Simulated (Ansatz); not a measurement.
Input of an Ansatz 0.2.0 run:

input.yaml

```yaml
crystal:
  lattice:
    - [2.7036817444, 0.0, 0.0]
    - [0.0, 2.7036817444, 0.0]
    - [0.0, 0.0, 2.7036817444]
  atoms:
    - { symbol: As, position: [0.5, 0.5, 0.5] }
kpoints:
  mp_grid: { grid: [10, 10, 10] }
  band_path:
    path:
      - [0.0, 0.0, 0.0]
      - [0.0, 0.5, 0.0]
      - [0.5, 0.5, 0.0]
      - [0.0, 0.0, 0.0]
      - [0.5, 0.5, 0.5]
      - [0.0, 0.5, 0.0]
    npoints: 6
scf:
  occupations: { method: fermi_dirac, width: 0.05 }
hamiltonian:
  xc: lda
  pseudopotentials: { kind: all_electron, lapw: { basis_error: 0.001 } }
output:
  forces: true
  stress: true
  eigenvalues: true
```

Potentials or basis: all-electron LAPW, scalar-relativistic.

The run is started by

```sh
$ ansatz run input.yaml --threads 1 --pin off --max-ram 3072MiB --backend cpu --events-out ev --progress --plain --runs-dir out
```

What does it give for the pressure?

-3.2 GPa.

What does it give for the band gap along the path?

None (metal or under the smearing width).

Levels at the corners of the path, in eV from the Fermi level:
```csv
point,band 7,band 8,band 9,band 10,band 11,band 12,band 13,band 14,band 15,band 16
Γ,-35.91,-35.91,-35.91,-14.93,4.17,4.17,4.17,8.77,8.77,10.47
X,-35.93,-35.92,-35.91,-11.81,-6.84,6.43,6.43,11.57,14.11,14.89
M,-35.93,-35.93,-35.87,-8.57,-4.17,-4.17,2.60,8.55,16.94,18.05
Γ,-35.91,-35.91,-35.91,-14.93,4.17,4.17,4.17,8.77,8.77,10.47
R,-35.96,-35.87,-35.87,-5.02,-1.74,-1.74,-1.74,6.10,6.10,6.10
X,-35.93,-35.92,-35.91,-11.81,-6.84,6.43,6.43,11.57,14.11,14.89
```
